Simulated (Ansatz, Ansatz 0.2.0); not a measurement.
# LuAl₂: mesh, cutoff and functional in the bare Sommerfeld coefficient

## What was measured

The measured quantity is the electronic specific heat coefficient of LuAl₂, γ = 5.7 mJ/(mol K²) per mole of formula units. It is quoted as a literature value for the reference compound in "Strongly hybridized electronic structure of YbAl2: An angle-resolved photoemission study" (2012, arXiv:1210.7296), so it reaches me second-hand; the sample and the temperature range of the fit are not given with the value. Such a coefficient is usually obtained from the part of the low-temperature heat capacity that is linear in temperature. It measures the density of states at the Fermi level together with every many-body enhancement, above all that from electron-phonon coupling. A band-structure calculation gives only the bare density of states.

| compared with | measured | source's wording or label | method |
| --- | --- | --- | --- |
| γ (mJ/(mol K²)) | 5.7 | electronic specific heat coefficient, per mol formula unit | specific heat |

Conditions are those given with the value in the passage it was taken from; "not stated" means there, and the paper may say more elsewhere. The values are a selection: others may have been left out beforehand as unlike or outlying.

## Approach

The aim is a bare γ that lies below the measured one, so that their ratio can be read as the enhancement 1 + λ. No percentage agreement is sought, because the two numbers are not the same quantity.

I take LDA as the working level. The 4f shell of Lu is full and should lie well below the Fermi level, leaving broad s, p and d bands there, for which a semilocal functional is a reasonable start. The model is the primitive cell with two formula units, non-magnetic and with a static lattice.

The practical question is how light the settings may be. I call a setting sufficient if it holds γ to within 0.2 mJ/(mol K²) of the finer one; a larger numerical error would begin to blur λ. I begin with the mesh for the density of states in a fixed cell, then turn to the self-consistent mesh and the cutoff with the cell relaxed, and finally set the numerical error against a change in the theory.

Plain PBE isn't shown in this study.

System: LuAl2, cubic Laves phase; Fd-3m (No. 227), 6 atoms in the primitive cell; the database structure is a structure relaxed by earlier theory (a GGA or r2SCAN, not named), not a measurement: a = 7.712 Å; structure from the Materials Project.

## 1. Density-of-states mesh in a fixed cell

The density of states at the Fermi level is a property of a thin shell in k space, and I expect it to be more sensitive to the mesh than the total energy is. I therefore keep the cell at the database lattice constant of 7.712 Å, itself a computed value, and change only the mesh on which the density of states is evaluated: equal to the self-consistent 8×8×8 mesh, twice as dense, and three times as dense. I expect the first step to move γ visibly and the second much less.

**Run 1.** Ansatz 0.2.0: LDA, atoms relaxed in the database cell, PAW set soft_2, cutoff 420 eV (default), 8x8x8 k mesh, Gaussian smearing 0.1 eV; density of states on the SCF mesh, bare value read at that mesh's own Fermi level (tetrahedra).

Key lines of the input:
```
crystal:
  # lattice and atoms
kpoints:
  mp_grid: { grid: [8, 8, 8] }
hamiltonian:
  xc: lda
scf:
  occupations: { method: gaussian, width: 0.1 }
  n_extra_bands: 12
output:
  forces: true
  stress: true
  dos: { de: 0.005, nscf_kmesh: { grid: [8, 8, 8] } }
```

Command:
```
ansatz run input.yaml --threads 4 --pin off --max-ram 16384MiB --backend cpu --events-out ev --progress --plain --runs-dir out
```

Selected lines of the output:
```
# tetrahedron_fermi_ev = 11.158630
```

Converged; 3.5 s on 4 cores of Arm Neoverse V2, shared host.

**Run 2.** Ansatz 0.2.0: LDA, atoms relaxed in the database cell, PAW set soft_2, cutoff 420 eV (default), 8x8x8 k mesh, Gaussian smearing 0.1 eV; density of states on a mesh twice as dense, bare value read at that mesh's own Fermi level (tetrahedra).

Key lines of the input, as changed from run 1:
```diff
  output:
-   dos: { de: 0.005, nscf_kmesh: { grid: [8, 8, 8] } }
+   dos: { de: 0.005, nscf_kmesh: { grid: [16, 16, 16] } }
```

Selected lines of the output:
```
NSCF: frozen V_eff on 145 k-points
# tetrahedron_fermi_ev = 11.165943
```

Converged; 6 s, same machine.

**Run 3.** Ansatz 0.2.0: LDA, atoms relaxed in the database cell, PAW set soft_2, cutoff 420 eV (default), 8x8x8 k mesh, Gaussian smearing 0.1 eV; density of states on a mesh three times as dense, bare value read at that mesh's own Fermi level (tetrahedra).

Key lines of the input, as changed from run 1:
```diff
  output:
-   dos: { de: 0.005, nscf_kmesh: { grid: [8, 8, 8] } }
+   dos: { de: 0.005, nscf_kmesh: { grid: [24, 24, 24] } }
```

Selected lines of the output:
```
NSCF: frozen V_eff on 413 k-points
# tetrahedron_fermi_ev = 11.165888
```

Converged; 14 s, same machine.

| quantity | run 1 | run 2 | run 3 | measured |
| --- | --- | --- | --- | --- |
| γ (mJ/(mol K²)) | 4.933 | 4.558 | 4.561 | 5.7 |
| N(E_F) per formula unit (states/eV) | 2.093 | 1.934 | 1.935 |  |
| pressure (GPa) | −4.0823 | −4.0823 | −4.0823 |  |

Going from the 8×8×8 to the 16×16×16 mesh for the density of states lowers γ from 4.933 to 4.558 mJ/(mol K²), nearly twice my tolerance. The next step, to 24×24×24, moves it by only 0.003. The Fermi level found by the tetrahedron method behaves in the same way: it shifts by about 7 meV in the first step and by less than 0.1 meV in the second. A mesh twice as dense as the self-consistent one is therefore enough here, and the third run took more than twice as long for no useful gain.

All three values lie below the measured 5.7, but the mesh matters for what is read from the ratio. The coarse mesh would give 1 + λ ≈ 1.16, the two finer ones 1.25, so stopping at the self-consistent mesh would have hidden more than a third of the apparent λ.

The pressure of −4.08 GPa shows that LDA would contract this cell.

## 2. Relaxed cell and plane-wave cutoff

I now let LDA choose its own cell and keep the doubled mesh for the density of states. The contraction should broaden the bands and lower γ somewhat. Around the default cutoff of 420 eV I place a lower one, 290 eV, and a higher one, 590 eV, each with its own relaxation, so that the comparison includes any effect of the cutoff on the volume. I expect γ to react less to the cutoff than it did to the mesh.

**Run 4.** Ansatz 0.2.0: LDA, cell and atoms relaxed in a first step at this level from the database structure (its input isn't shown), PAW set soft_2, cutoff 420 eV (default), 8x8x8 k mesh, Gaussian smearing 0.1 eV; density of states on a mesh twice as dense, bare value read at that mesh's own Fermi level (tetrahedra).

Key lines of the input, as changed from run 1:
```diff
  output:
-   dos: { de: 0.005, nscf_kmesh: { grid: [8, 8, 8] } }
+   dos: { de: 0.005, nscf_kmesh: { grid: [16, 16, 16] } }
```

Selected lines of the output:
```
SCF 1 converged in 8 iterations: F = -31040.516993 eV  dr2 = 1.46e-9
Free energy (F): -31040.516993 eV
```

Converged; 16 s, same machine.

**Run 5.** Ansatz 0.2.0: LDA, cell and atoms relaxed in a first step at this level from the database structure (its input isn't shown), PAW set soft_2, cutoff 290 eV, 8x8x8 k mesh, Gaussian smearing 0.1 eV; density of states on a mesh twice as dense, bare value read at that mesh's own Fermi level (tetrahedra).

Key lines of the input, as changed from run 2:
```diff
+ basis:
+   ecutwfc: 290.0
```

Selected lines of the output:
```
Free energy (F): -31040.148286 eV
```

Converged; 14 s, same machine. Warnings: another step: cutoff_below_recommended; cutoff_below_recommended (in short: A typed cutoff is below a recommended value, from the records, the datasets' recipe or DFPT's needs, possibly lowering the density cutoff; compare with a higher-cutoff run).

**Run 6.** Ansatz 0.2.0: LDA, cell and atoms relaxed in a first step at this level from the database structure (its input isn't shown), PAW set soft_2, cutoff 590 eV, 8x8x8 k mesh, Gaussian smearing 0.1 eV; density of states on a mesh twice as dense, bare value read at that mesh's own Fermi level (tetrahedra).

Key lines of the input, as changed from run 2:
```diff
+ basis:
+   ecutwfc: 590.0
```

Selected lines of the output:
```
Free energy (F): -31040.521525 eV
```

Converged; 25 s, same machine.

| quantity | run 4 | run 5 | run 6 | measured |
| --- | --- | --- | --- | --- |
| γ (mJ/(mol K²)) | 4.587 | 4.589 | 4.587 | 5.7 |
| N(E_F) per formula unit (states/eV) | 1.946 | 1.947 | 1.946 |  |
| conventional cell volume (Å³) | 437.38 | 439.63 | 437.25 |  |
| pressure (GPa) | −0.0291 | −0.0017 | −0.0068 |  |

The cutoff has almost no hold on γ: 4.589, 4.587 and 4.587 mJ/(mol K²) at 290, 420 and 590 eV. The warning for the lowest cutoff says that it lies below a recommended value and asks for a comparison with a higher one. That comparison clears it for γ, but not for everything else. Its total energy lies 0.37 eV per primitive cell above that at the default cutoff, and its volume is about 0.5 % larger, whereas the default and the highest cutoff agree in volume to 0.13 Å³. The run times are too close to show a clear saving at 290 eV, so I keep the default.

I had expected the contraction to lower γ. Relaxation shrinks the cell by between 4 and 5 % in volume, yet γ rises slightly, from 4.558 to 4.587. The change is well inside my tolerance, so I read it as no clear change and not as a real rise. The expected fall does not appear; the local shape of the density of states at the Fermi level may offset the broadening.

## 3. Denser meshes and two changes of theory

The relaxed LDA result still needs a mesh check of its own. I raise the self-consistent mesh to 10×10×10, which takes the doubled density-of-states mesh to 20×20×20, and expect a change of a few hundredths at most.

For the scale of the theory error I add spin-orbit coupling to LDA, since Lu is heavy and its 5d states contribute at the Fermi level, and I run r2SCAN as a functional of a different kind. I expect both to move γ more than the cutoff did.

**Run 7.** Ansatz 0.2.0: LDA, cell and atoms relaxed in a first step at this level from the database structure (its input isn't shown), PAW set soft_2, cutoff 420 eV (default), 10x10x10 k mesh, Gaussian smearing 0.1 eV; density of states on a mesh twice as dense, bare value read at that mesh's own Fermi level (tetrahedra).

Key lines of the input:
```
crystal:
  # lattice and atoms
kpoints:
  mp_grid: { grid: [10, 10, 10] }
hamiltonian:
  xc: lda
scf:
  occupations: { method: gaussian, width: 0.1 }
  n_extra_bands: 12
output:
  forces: true
  stress: true
  dos: { de: 0.005, nscf_kmesh: { grid: [20, 20, 20] } }
```

Converged; 30 s, same machine.

**Run 8.** Ansatz 0.2.0: LDA with spin-orbit coupling, cell and atoms relaxed in a first step at this level from the database structure (its input isn't shown), cutoff 420 eV (default), 8x8x8 k mesh, Gaussian smearing 0.1 eV; density of states on a mesh twice as dense, bare value read at that mesh's own Fermi level (tetrahedra).

Key lines of the input, as changed from run 2:
```diff
  hamiltonian:
+   pseudopotentials: { kind: paw_fr }
+ magnetization:
+   noncollinear: true
+   spin_orbit: true
```

Command:
```
ansatz run input.yaml --threads 8 --pin off --max-ram 16384MiB --backend cpu --events-out ev --progress --plain --runs-dir out
```

Converged; 41 s on 8 cores of Intel Xeon 6975P-C (Granite Rapids), shared host.

**Run 9.** Ansatz 0.2.0: r2SCAN, cell and atoms relaxed in a first step at this level from the database structure (its input isn't shown), PAW set soft_2, cutoff 500 eV (default), 8x8x8 k mesh, Gaussian smearing 0.1 eV; density of states on a mesh twice as dense, bare value read at that mesh's own Fermi level (tetrahedra).

Key lines of the input, as changed from run 2:
```diff
  hamiltonian:
-   xc: lda
+   xc: r2scan
```

Converged; 17 s on 8 cores of Arm Neoverse V2, shared host.

| quantity | run 7 | run 8 | run 9 | measured |
| --- | --- | --- | --- | --- |
| γ (mJ/(mol K²)) | 4.558 | 4.630 | 3.908 | 5.7 |
| N(E_F) per formula unit (states/eV) | 1.934 | 1.964 | 1.658 |  |
| conventional cell volume (Å³) | 437.63 | 435.95 | 456.89 |  |
| pressure (GPa) | −0.0287 | −8.71e-05 | −0.0017 |  |

With the self-consistent mesh at 10×10×10 and the density-of-states mesh at 20×20×20, the relaxed LDA value goes from 4.587 to 4.558 mJ/(mol K²). Both meshes changed together, so I cannot divide the shift of 0.029 between them, but it is well inside the tolerance of 0.2. It is also as large as the apparent rise of γ on relaxation in section 2, which is therefore not established.

The run with spin-orbit coupling gives 4.630, which is 0.043 above the scalar LDA value on the same meshes. It also uses fully relativistic potentials, so the shift may not be due to the coupling alone. It is larger than the effect of the cutoff, as I had expected, but hardly larger than that of the denser meshes.

The functional matters far more. r2SCAN gives 3.908, lower than LDA by 0.679. The larger r2SCAN cell does not explain this: LDA in the database cell, whose volume is within half a per cent of the r2SCAN one, still gave 4.558. The difference therefore most likely comes mainly from the bands themselves. A mesh check for r2SCAN is not shown in this report, so its number serves as a scale for the theory error and not as a converged value.

All three results lie below the measured 5.7. The ratio is 1.25 for LDA on the denser meshes, 1.23 with spin-orbit coupling and 1.46 for r2SCAN, so the apparent λ nearly doubles with the change of functional.

## All runs against the measurement

| run | settings | γ (mJ/(mol K²)) | deviation | cost |
| --- | --- | --- | --- | --- |
| 1 | LDA, atoms relaxed in the database cell, PAW set soft_2, cutoff 420 eV (default), 8x8x8 k mesh, density of states on the SCF mesh | 4.933 | −0.767 (−13.5 %) | under 1 core-min |
| 2 | LDA, atoms relaxed in the database cell, PAW set soft_2, cutoff 420 eV (default), 8x8x8 k mesh, density of states on a mesh twice as dense | 4.558 | −1.142 (−20.0 %) | under 1 core-min |
| 3 | LDA, atoms relaxed in the database cell, PAW set soft_2, cutoff 420 eV (default), 8x8x8 k mesh, density of states on a mesh three times as dense | 4.561 | −1.139 (−20.0 %) | under 1 core-min |
| 4 | LDA, PAW set soft_2, cutoff 420 eV (default), 8x8x8 k mesh, density of states on a mesh twice as dense | 4.587 | −1.113 (−19.5 %) | 64 core-s |
| 5 | LDA, PAW set soft_2, cutoff 290 eV, 8x8x8 k mesh, density of states on a mesh twice as dense | 4.589 | −1.111 (−19.5 %) | under 1 core-min |
| 6 | LDA, PAW set soft_2, cutoff 590 eV, 8x8x8 k mesh, density of states on a mesh twice as dense | 4.587 | −1.113 (−19.5 %) | 99 core-s |
| 7 | LDA, PAW set soft_2, cutoff 420 eV (default), 10x10x10 k mesh, density of states on a mesh twice as dense | 4.558 | −1.142 (−20.0 %) | 2 core-min |
| 8 | LDA with spin-orbit coupling, cutoff 420 eV (default), 8x8x8 k mesh, density of states on a mesh twice as dense | 4.630 | −1.070 (−18.8 %) | 5.5 core-min |
| 9 | r2SCAN, PAW set soft_2, cutoff 500 eV (default), 8x8x8 k mesh, density of states on a mesh twice as dense | 3.908 | −1.792 (−31.4 %) | 2.2 core-min |
|  | measured | 5.7 |  |  |

Further runs on the same system, made beside this series (convergence steps with loose settings among them):

| further | settings | γ (mJ/(mol K²)) | deviation | cost |
| --- | --- | --- | --- | --- |
| F1 | PBEsol, PAW set soft_2, cutoff 420 eV (default), 8x8x8 k mesh, density of states on a mesh twice as dense | 4.452 | −1.248 (−21.9 %) | under 1 core-min |
| F2 | LDA, PAW set soft_2, cutoff 420 eV (default), 4x4x4 k mesh, density of states on a mesh twice as dense | 4.938 | −0.762 (−13.4 %) | under 1 core-min |
|  | measured | 5.7 |  |  |

## Conclusion

The aim is met: relaxed LDA on the denser meshes gives a bare γ of 4.558 mJ/(mol K²), below the measured 5.7, for about 2 core-minutes. The ratio gives 1 + λ ≈ 1.25, a plausible size for ordinary electron-phonon coupling. That the gap is many-body enhancement is argued from theory; a calculation of λ is not shown in this report.

Among the numerical settings, the density-of-states mesh was the one that mattered. Evaluated on 8×8×8 points, γ comes out near 4.93, both in the database cell and in a relaxed cell with a 4×4×4 self-consistent mesh. These values lie closest to experiment only through a sampling error that hides part of the enhancement. A 16×16×16 mesh removes it, and going to 24×24×24 gained nothing. With an 8×8×8 self-consistent mesh, even the database cell holds γ within my tolerance, in under one core-minute. The 290 eV cutoff also holds γ, but not the total energy, and saved little time; 590 eV cost more and left γ unchanged.

The remaining numerical changes, a few hundredths, are small beside the choice of functional. PBEsol stays near LDA at 4.452, while r2SCAN falls to 3.908 and would put 1 + λ at 1.46. Its larger volume does not account for the drop, which I take to come from its different bands. The runs cannot say which functional has the better bare value, since all lie below experiment, and the measured coefficient is itself second-hand. λ therefore remains uncertain by about a factor of two. A direct calculation of the electron-phonon coupling would be the natural test.

[Logs are printed without paths, hosts, clocks, repeated set-up lines and the standing remarks that a program may print on its own settings, such as how far it seeks lower states.]

[The runs shown are a pick from a larger set of finished runs; failed, doubtful and other runs were left out of it ahead of writing. So were measured values far from every level or from commonly accepted values, and agreement can look better than it is. Lines of input and output are excerpts and may be shortened.]
